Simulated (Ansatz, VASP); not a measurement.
Cd in VASP and in Ansatz

```
CELL_PARAMETERS angstrom
1.57520 0.90944 2.39929
-1.57520 0.90944 2.39929
0.00000 -1.81889 2.39929
ATOMIC_POSITIONS crystal
Cd 0.00000 0.00000 0.00000
```

Change from the starting cell: volume scaled by 0.94.

Alike in both runs: task single point; functional PBE; k mesh 10 × 10 × 10; occupations fermi-dirac, width 0.05 eV; no spin polarisation.

|  | VASP | Ansatz |
| --- | --- | --- |
| version | VASP 6.6.1 | Ansatz 0.2.0 |
| potentials or method | VASP PAW PBE potentials, release 64 (Cd), cutoff 520 eV | all-electron LAPW, scalar-relativistic |

```csv
,VASP,Ansatz,Ansatz less VASP
gap on the k mesh at the Fermi level (eV),none,none,-
pressure (GPa),6.4,5.9,-0.47
largest component of the traceless stress (GPa),0.34,0.28,-0.066
```

A gap of «none» marks a metal or a gap that the smearing closes. Ansatz ran all-electron here, so the differences hold the error of VASP's frozen core and of both bases.
